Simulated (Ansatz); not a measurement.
# AlP: the cost of one run

Computed with Ansatz 0.2.0 (DFT LDA, all-electron LAPW, scalar-relativistic unless said, unless a step's input says otherwise).

The COD entry's cell or inner coordinates are ideal or old and differ from later refinements, so a difference from it is no clean test against experiment.

1 further run of the same task is left out (it didn't finish).

## Step 1: The structure to begin with

It takes space group F-43m (No. 216, cubic). The conventional cell has a = 5.434 Å, b = 5.434 Å, c = 5.434 Å, α = 90.00°, β = 90.00°, γ = 90.00°. Around Al (site symmetry -43m) lie 4 P at 2.35 Å. P (site symmetry -43m) has 4 Al at 2.35 Å as nearest neighbours.

As a file:

```cif
data_structure
_symmetry_space_group_name_H-M 'F-43m'
_symmetry_Int_Tables_number 216
_cell_length_a 5.4339
_cell_length_b 5.4339
_cell_length_c 5.4339
_cell_angle_alpha 90.000
_cell_angle_beta 90.000
_cell_angle_gamma 90.000
_cell_volume 160.44
loop_
_atom_site_label
_atom_site_type_symbol
_atom_site_symmetry_multiplicity
_atom_site_Wyckoff_symbol
_atom_site_fract_x
_atom_site_fract_y
_atom_site_fract_z
_atom_site_occupancy
Al1 Al 4 a 0.00000 0.00000 0.00000 1
P1 P 4 c 0.25000 0.25000 0.25000 1
```

Cartesian axes are those of the input's lattice vectors. The structure goes back to a database entry.

## Step 2: Reference run, fine mesh, LAPW

input.yaml

```yaml
crystal:
  lattice:
    - [0.0, 2.71692593824, 2.71692593824]
    - [2.71692593824, 0.0, 2.71692593824]
    - [2.71692593824, 2.71692593824, 0.0]
  atoms:
    - { symbol: Al, position: [0.0, 0.0, 0.0] }
    - { symbol: P, position: [0.75, 0.75, 0.75] }
kpoints:
  mp_grid: { grid: [8, 8, 8] }
scf:
  occupations: { method: fixed }
hamiltonian:
  xc: lda
  pseudopotentials: { kind: all_electron, lapw: { basis_error: 0.001 } }
output:
  forces: true
  stress: true
  eigenvalues: true
  eigenstates:
    nscf_kmesh: { grid: [12, 12, 12] }
    de_dk: true
    e_range: [-9, 11.42016660972]
  optics:
    e_range: [0, 25]
    de: 0.2
    sigma: 0.1
    bands: { spectra_wanted_up_to: 25 }
    nscf_kmesh: { grid: [12, 12, 12] }
checkpoint:
  write: ck
  write_wavefunctions: false
```

Command:

```sh
ansatz run input.yaml --threads 1 --pin off --max-ram 3072MiB --backend cpu --events-out ev --progress --plain --runs-dir out
```

Q: Estimate wall time and peak memory on 1 thread of Arm Neoverse V2, shared host.

About 23 s, with a peak of 0.26 GiB.
